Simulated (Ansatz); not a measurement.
**Bismuth (dhcp) across density functionals**

All rows: Ansatz, plane waves with scalar-relativistic PAW, 420 eV (500 eV for the SCAN forms), relaxed under each functional, no dispersion correction, no zero-point motion. B₀ comes from uniform scaling at fixed shape; a dash is a value not given.

```csv
functional,V (Å³/atom),cell,B₀ (GPa),magnetic state,ΔE to A7 rhombohedral (meV/atom)
PBE,31.72,"a = 3.525 Å, c = 11.789 Å (c/a = 3.344)",52,spin not included,156
r²SCAN,31.28,"a = 3.506 Å, c = 11.754 Å (c/a = 3.353)",55,spin not included,274
PBEsol,30.15,"a = 3.469 Å, c = 11.568 Å (c/a = 3.334)",60,spin not included,109
LDA,29.46,"a = 3.443 Å, c = 11.475 Å (c/a = 3.333)",64,spin not included,127
revPBE,32.34,"a = 3.547 Å, c = 11.874 Å (c/a = 3.348)",49,spin not included,175
BLYP,34.40,"a = 3.608 Å, c = 12.206 Å (c/a = 3.383)",41,spin not included,338
```

(1) What does RPBE give?

Results:

(1) V (Å³/atom): 32.60; cell: a = 3.556 Å, c = 11.911 Å (c/a = 3.350); B₀ (GPa): 48; magnetic state: spin not included; ΔE to A7 rhombohedral (meV/atom): 182.
